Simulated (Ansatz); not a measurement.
System: α-quartz-type GeO2 (metastable phase). Method: PBEsol-D3(BJ) in Ansatz (plane waves, PAW).

Settings: plane-wave cutoff 520 eV, 12×12×6 k mesh (along the axes of the cell as run), Fermi–Dirac smearing 0.01 eV, scalar-relativistic PAW data made under PBE.

Energies at three volumes about the minimum:

```json
[
 {"V (Å³/atom)": "12.872", "E − E_lowest (meV/atom)": "0.64"},
 {"V (Å³/atom)": "13.135", "E − E_lowest (meV/atom)": "0.00"},
 {"V (Å³/atom)": "13.397", "E − E_lowest (meV/atom)": "0.61"}
]
```

Q: Fit a parabola by hand: where is the minimum, and what is the bulk modulus?

A: Slopes: (0.00 − 0.64)/(13.135 − 12.872) = -2.433 and (0.61 − 0.00)/(13.397 − 13.135) = 2.328 meV/Å³. Curvature E″ = 2 × (2.328 − (-2.433))/(13.397 − 12.872) = 18.137 meV/Å⁶. From the middle of the first interval, the slope vanishes at V0 = 13.0035 − (-2.433)/18.137 = 13.138 Å³/atom. B = V0 E″ = 13.138 × 18.137 meV/Å³ × 0.1602 GPa per meV/Å³ = 38.2 GPa. The full Birch–Murnaghan fit to all volumes gives V0 = 13.133 Å³/atom and B0 = 38.2 GPa.

Shape and atoms are relaxed at each volume.

Measured, for comparison: bulk modulus 42 GPa (room temperature, no zero-point or thermal correction, from measured elastic constants; as tabulated in Sevik and Bulutay (2007), arXiv:cond-mat/0610176). Computed (rounded) less measured: bulk modulus -9 %.

Note: the bulk modulus comes from volumes at which shape and atoms were relaxed.

Ansatz is a first-principles code.
